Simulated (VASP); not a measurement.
# NaCl (Fm-3m) in VASP: notebook, part 2 of 2

VASP 6.6.1. The steps go on from the part before.

## 3. Elastic constants, LDA

This run uses another cell than the first one, of 20.43 Å³/atom, 0.883 times its volume.

Input file POSCAR:

```
NaCl
1.0
   -0.0000000000      2.7335133267      2.7335133267
    2.7335133267     -0.0000000000      2.7335133267
    2.7335133267      2.7335133267      0.0000000000
  Na              Cl
     1     1
Direct
     1.0000000000000000    0.0000000000000000    0.0000000000000000
     0.5000000000000000    0.5000000000000000    0.5000000000000000
```

Input file INCAR.step1:

```
PREC = Accurate
ENCUT = 600
EDIFF = 1E-8
ISMEAR = 0
SIGMA = 0.03
LREAL = False
LASPH = True
NELM = 80
ALGO = Normal
ISIF = 3
LWAVE = False
LCHARG = False
GGA = CA
IBRION = 2
NSW = 40
EDIFFG = -0.002
```

Input file INCAR.step2:

```
PREC = Accurate
ENCUT = 600
EDIFF = 1E-8
ISMEAR = 0
SIGMA = 0.03
LREAL = False
LASPH = True
NELM = 80
ALGO = Normal
ISIF = 3
LWAVE = False
LCHARG = False
GGA = CA
IBRION = 6
NFREE = 2
POTIM = 0.015
NSW = 1
```

Input file KPOINTS:

```
regular mesh
0
Gamma
  8 8 8
```

Potentials or basis: VASP PAW LDA potentials, release 64 (Na_pv, Cl).

Launch:

```bash
> cat potpaw_LDA.64/Na_pv/POTCAR potpaw_LDA.64/Cl/POTCAR > POTCAR
> cp INCAR.step1 INCAR
> mpirun -np 1 vasp_std > vasp.out
> cp CONTCAR POSCAR
> cp INCAR.step2 INCAR
> mpirun -np 1 vasp_std > vasp.out
```

OUTCAR:

```text
PREC = Accurate
   ENCUT = 600
   EDIFF = 1E-8
   ISMEAR = 0
   LREAL = False
   LASPH = True
   NELM = 80
   ISIF = 3
   GGA = CA
   IBRION = 6
   NFREE = 2
   POTIM = 0.015
   NSW = 1

 ion  position               nearest neighbor table
   1  0.000  0.000  0.000-
   2  0.500  0.500  0.500-

  LATTYP: Found a face centered cubic cell.
 ALAT       =     5.4662629539

  Lattice vectors:

 A1 = (   0.0000000000,   2.7331314770,   2.7331314770)
 A2 = (   2.7331314770,   0.0000000000,   2.7331314770)
 A3 = (   2.7331314770,   2.7331314770,   0.0000000000)

Analysis of symmetry for initial positions (statically):
=====================================================================
 Subroutine PRICEL returns:
 Original cell was already a primitive cell.

 Routine SETGRP: Setting up the symmetry group for a
 face centered cubic supercell.

 Subroutine GETGRP returns: Found 48 space group operations
 (whereof 48 operations were pure point group operations)
 out of a pool of 48 trial point group operations.

The static configuration has the point symmetry O_h .

Analysis of symmetry for dynamics (positions and initial velocities):
=====================================================================
 Subroutine PRICEL returns:
 Original cell was already a primitive cell.

 Routine SETGRP: Setting up the symmetry group for a
 face centered cubic supercell.

 Subroutine GETGRP returns: Found 48 space group operations
 (whereof 48 operations were pure point group operations)
 out of a pool of 48 trial point group operations.

The dynamic configuration has the point symmetry O_h .

 Subroutine INISYM returns: Found 48 space group operations
 (whereof 48 operations are pure point group operations),
 and found     1 'primitive' translations

----------------------------------------------------------------------------------------

                                     Primitive cell

  volume of cell :      40.8330

  direct lattice vectors                    reciprocal lattice vectors
     0.000000000  2.733131477  2.733131477    -0.182940339  0.182940339  0.182940339
     2.733131477  0.000000000  2.733131477     0.182940339 -0.182940339  0.182940339
     2.733131477  2.733131477  0.000000000     0.182940339  0.182940339 -0.182940339

  length of vectors
     3.865231602  3.865231602  3.865231602     0.316861963  0.316861963  0.316861963

  position of ions in fractional coordinates (direct lattice)
     0.000000000  0.000000000  0.000000000
     0.500000000  0.500000000  0.500000000

  ion indices of the primitive-cell ions
   primitive index   ion index
[... 305 lines left out ...]

 number of electron      14.0000002 magnetization

 Free energy of the ion-electron system (eV)
  ---------------------------------------------------
  ext. energy  EPLUGINS =         0.00000000
  ---------------------------------------------------
  free energy    TOTEN  =        -7.38919248 eV

  energy without entropy =       -7.38919248  energy(sigma->0) =       -7.38919248

 E-fermi :  -0.2059     XC(G=0):  -9.1331

 val. band max:       -0.3650265488   @ k =   0.0000   0.0000   0.0000
 cond. band min:       4.7115623521   @ k =   0.0000   0.0000   0.0000
 fundamental gap:      5.0765889009
 Fermi energy:        -0.2058858409

 k-point     1 :       0.0000    0.0000    0.0000
  band No.  band energies     occupation
      1     -20.9935      2.00000
      2     -20.9935      2.00000
      3     -20.9935      2.00000
      4     -13.1856      2.00000
      5      -0.3651      2.00000
      6      -0.3650      2.00000
      7      -0.3650      2.00000
      8       4.7116      0.00000
      9      10.5639      0.00000
     10      10.5639      0.00000
     11      10.5640      0.00000
[... 309 lines left out ...]
 k-point    24 :      -0.3750    0.2500    0.1250
  band No.  band energies     occupation
      1     -21.0321      2.00000
      2     -21.0064      2.00000
      3     -21.0003      2.00000
      4     -12.6762      2.00000
      5      -2.3716      2.00000
      6      -1.3082      2.00000
      7      -0.8770      2.00000
      8       7.8442      0.00000
      9       9.2061      0.00000
     10       9.9848      0.00000
     11      11.4043      0.00000

 [... further k-points ...]

------------------------ aborting loop because EDIFF is reached ----------------------------------------

  FORCE on cell =-STRESS in cart. coord.  units (eV):
  Direction    XX          YY          ZZ          XY          YZ          ZX
  --------------------------------------------------------------------------------------
  -------------------------------------------------------------------------------------
  Total        0.0013754     -0.0019014     -0.0019014      0.0000000      0.0000000     -0.0000000
  in kB        0.0539664     -0.0746040     -0.0746040      0.0000000      0.0000000     -0.0000000
  external PRESSURE =      -0.0317472 kB  Pullay stress =       0.0000000 kB
[... 17 lines left out ...]
  FREE ENERGIE OF THE ION-ELECTRON SYSTEM (eV)
  ---------------------------------------------------
  free  energy   TOTEN  =        -7.3891924805 eV

  energy  without entropy=       -7.3891924805  energy(sigma->0) =       -7.38919248

 INTERNAL STRAIN TENSORS FROM STRAINED CELLS
 ============================================

 INTERNAL STRAIN TENSOR FOR ION    1 for displacements in x,y,z  (eV/Angst):
          X           Y           Z          XY          YZ          ZX
  --------------------------------------------------------------------------------
  x     0.00000    -0.00000    -0.00000     0.00000    -0.00000     0.00000
  y     0.00000    -0.00000    -0.00000     0.00000    -0.00000     0.00000
  z    -0.00000     0.00000     0.00000     0.00000    -0.00000     0.00000

 INTERNAL STRAIN TENSORS FROM DISPLACED ATOMS
 ============================================

 INTERNAL STRAIN TENSOR FOR ION    1 for displacements in x,y,z  (eV/Angst):
          X           Y           Z          XY          YZ          ZX
  --------------------------------------------------------------------------------
  x     0.00000     0.00000     0.00000     0.00000     0.00000     0.00000
  y     0.00000     0.00000     0.00000     0.00000     0.00000     0.00000
  z     0.00000     0.00000     0.00000     0.00000     0.00000     0.00000

 INTERNAL STRAIN TENSOR FOR ION    2 for displacements in x,y,z  (eV/Angst):
          X           Y           Z          XY          YZ          ZX
  --------------------------------------------------------------------------------
  x     0.00000     0.00000     0.00000     0.00000     0.00000     0.00000
  y     0.00000     0.00000     0.00000     0.00000     0.00000     0.00000
  z     0.00000     0.00000     0.00000     0.00000     0.00000     0.00000

 Eigenvectors and eigenvalues of the dynamical matrix
 ----------------------------------------------------

   1 f  =    5.668475 THz    35.616080 2PiTHz  189.079979 cm-1    23.442919 meV
             X         Y         Z           dx          dy          dz
      0.000000  0.000000  0.000000     0.000000    0.778447    0.000000
      2.733131  2.733131  2.733131     0.000000   -0.627710    0.000000
[... 21 lines left out ...]
   6 f/i=    0.003742 THz     0.023515 2PiTHz    0.124836 cm-1     0.015478 meV
             X         Y         Z           dx          dy          dz
      0.000000  0.000000  0.000000     0.000000    0.000000   -0.627710
      2.733131  2.733131  2.733131     0.000000    0.000000   -0.778447

--------------------------------------------------------------------------------------------------------

 ELASTIC MODULI CONTR FROM IONIC RELAXATION (kBar)
 Direction    XX          YY          ZZ          XY          YZ          ZX
 --------------------------------------------------------------------------------
 XX           0.0000      0.0000      0.0000      0.0000      0.0000      0.0000
 YY           0.0000      0.0000      0.0000      0.0000      0.0000      0.0000
 ZZ           0.0000      0.0000      0.0000      0.0000      0.0000      0.0000
 XY           0.0000      0.0000      0.0000      0.0000      0.0000      0.0000
 YZ           0.0000      0.0000      0.0000      0.0000      0.0000      0.0000
 ZX           0.0000      0.0000      0.0000      0.0000      0.0000      0.0000
 --------------------------------------------------------------------------------

 TOTAL ELASTIC MODULI (kBar)
 Direction    XX          YY          ZZ          XY          YZ          ZX
 --------------------------------------------------------------------------------
 XX         706.6860    130.7733    130.7733     -0.0000     -0.0000     -0.0000
 YY         130.7733    706.6860    130.7733      0.0000     -0.0000     -0.0000
 ZZ         130.7733    130.7733    706.6860      0.0000      0.0000      0.0000
 XY          -0.0000      0.0000      0.0000    128.7072      0.0000      0.0000
 YZ          -0.0000     -0.0000      0.0000      0.0000    128.7072      0.0000
 ZX          -0.0000     -0.0000      0.0000      0.0000      0.0000    128.7072
 --------------------------------------------------------------------------------
```

Run time: 5.3 min. Hardware: 1 thread of Intel Xeon Platinum 8259CL at 2.50GHz (Skylake/Cascade Lake), shared host; peak memory 0.25 GiB.

Results:

| Item | Value |
| --- | --- |
| Elastic constants C11, C12, C44 | 71, 13, 13 GPa |
| Voigt bulk modulus | 32 GPa |
| Highest phonon frequency at Γ, LO-TO splitting left out | 189 cm⁻¹ |

Phonon frequencies in cm⁻¹ (negative: imaginary):
```
              q point        frequencies
(0.000, 0.000, 0.000)  0 0 0 189 189 189
```

Elastic tensor in Voigt notation (GPa, in the Cartesian axes of the cell as first typed):
```
71 13 13  0  0  0
13 71 13  0  0  0
13 13 71  0  0  0
 0  0  0 13  0  0
 0  0  0  0 13  0
 0  0  0  0  0 13
```

Clamped-ion elastic tensor (GPa):
```
71 13 13  0  0  0
13 71 13  0  0  0
13 13 71  0  0  0
 0  0  0 13  0  0
 0  0  0  0 13  0
 0  0  0  0  0 13
```
